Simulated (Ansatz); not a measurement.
## KCl: a film clamped to a substrate

Level of theory: Ansatz, DFT r2SCAN, scalar-relativistic, plane waves, PAW. Settings: plane waves to 500 eV, k-mesh 6×6×6 (Γ-centred), Gaussian smearing 0.05 eV. No spin polarisation. Energies are free energies at this smearing, counted from the undisturbed cell; pressure is positive in compression.

Zero of the scan (as given, not relaxed at this level; it stands at -0.2 GPa):

```xyz
2
Lattice="0.0000 3.1561 3.1561 3.1561 0.0000 3.1561 3.1561 3.1561 0.0000" Properties=species:S:1:pos:R:3 pbc="T T T"
K     0.0000    0.0000    0.0000
Cl    3.1561    3.1561    3.1561
```

The cell (2 atoms, V0 = 62.88 Å³) is strained by p along both x and y and by q along z, fractional coordinates fixed. τp = (1/V0) ∂E/∂p = (σxx + σyy)(1 + p)(1 + q) and τq = (1/V0) ∂E/∂q = σzz(1 + p)², with tension positive.

```
     p q  ΔE (meV/atom)  τp (GPa)  τq (GPa)
 0.000   0.000           0.00      0.34      0.17
-0.040   0.000          15.94     -4.84     -0.28
 0.040   0.000          15.74      3.39      0.63
 0.000  -0.040           7.01     -0.13     -2.17
 0.000   0.040           7.02      0.79      1.49
```

Get the second derivatives of the energy density.

Central differences give A = ∂τp/∂p = 103 GPa (C11 + C22 + 2 C12), C = ∂τq/∂q = 46 GPa (C33) and the cross term B = ∂τq/∂p = 11.5 GPa (C13 + C23); ∂τp/∂q = 11.5 GPa must equal B, and any difference shows higher-order terms. Steps this large leave an error of some per cent of A or C in all of these, which can swamp a small B. The ions are clamped. In a cubic crystal C11 = C = 46, C12 = B/2 = 5.7 GPa and A should be 2(C11 + C12) = 103 GPa; the bulk modulus is (C11 + 2 C12)/3 = 19.0 GPa.

A film of this crystal grows with z along the normal on a substrate that imposes p. How does its thickness respond, and what does the misfit cost?

Count p and q from the stress-free cell. A free surface needs τq = 0, so q = −(B/C) p = -0.25 p. The energy density left is (A − B²/C) p²/2 = M p², with the biaxial modulus M = 50 GPa; a misfit of 1 % costs 0.98 meV/atom, against 1.01 meV/atom if the thickness were held.

At p = 0.080 the energies along q are 72.5 (q = -0.080), 49.1 (q = -0.040), 49.6 (q = 0.000), 63.7 (q = 0.040), 84.9 (q = 0.080) meV/atom.

Does the linear rule hold at this misfit?

A parabola through the lowest point and its neighbours has its minimum at q = -0.021, 46.3 meV/atom. With the stress left in the starting cell, τp0 and τq0, linear elasticity gives q = −(τq0 + Bp)/C = -0.024 and E = V0(τp0 p + τq0 q + Ap²/2 + Bpq + Cq²/2)/N = 67.4 meV/atom. The energies differ by more than a tenth, so the quadratic law fails here: the gap holds the anharmonic part, with some error from the wide steps. Cubic terms also shift the vertex of so wide a parabola.